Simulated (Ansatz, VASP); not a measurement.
## Sb in VASP and in Ansatz

```
Sb
1.0
     0.00000    2.31266    2.31266
     2.31266    0.00000    2.31266
     2.31266    2.31266    0.00000
Sb
1
Direct
  0.00000 0.00000 0.00000
```

Change from the starting cell: volume scaled by 1.01, crystal datasets.

Alike in both runs: task electric field gradients; functional PBEsol; k mesh 12 × 12 × 12; occupations fermi-dirac, width 0.05 eV; no spin polarisation.

|  | VASP | Ansatz |
| --- | --- | --- |
| version | VASP 6.6.1 | Ansatz 0.2.0 |
| potentials or method | VASP PAW PBE potentials, release 64 (Sb), cutoff 520 eV | all-electron PAW with datasets made for the crystal, scalar-relativistic |

```tsv
	VASP	Ansatz	Ansatz less VASP
pressure (GPa)	4.3	4.3	-0.01
Vzz of the field gradient on the site that differs most (V/Å²)	0.0	0.0	0.00
```

Ansatz ran all-electron here, so the differences hold the error of VASP's frozen core and of both bases. Ansatz warned: «gradients_without_spin_orbit».

Caveats: the PAW data sets were made with another functional, which shifts forces and pressure a little (VASP). Spin-orbit coupling is left out, which matters for the levels of Sb.
